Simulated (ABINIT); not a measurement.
P:

```xyz
4
Lattice="1.6477 -5.4650 0.0000 1.6477 5.4650 0.0000 0.0000 0.0000 4.5436" Properties=species:S:1:pos:R:3 pbc="T T T"
P     1.6477   -4.4173    2.6754
P     1.6477    4.4173    1.8683
P     1.6477   -1.0477    0.4035
P     1.6477    1.0477    4.1401
```

Base run:

```yaml
Program: ABINIT 10.8.3 (patched build)
Functional: PW91
Potentials_or_basis: PseudoDojo NC SR PBE v0.4.1 standard
Cutoff: 599 eV
k_mesh: 8 × 8 × 6
Occupations: fermi-dirac, width 0.05 eV
Spin: no spin polarisation
```

Its results: pressure 2.3 GPa; largest force 0.378 eV/Å.

The run is repeated on the same cell with these changes: functional from PW91 to LDA-Teter; potentials or basis from PseudoDojo NC SR PBE v0.4.1 standard to PseudoDojo NC SR LDA v0.4.1 standard; cutoff from 599 eV to 653 eV. What comes out?

Pressure -2.2 GPa; largest force 0.180 eV/Å.

Caveats: the potentials were made for another functional, which shifts forces and pressure (some runs).
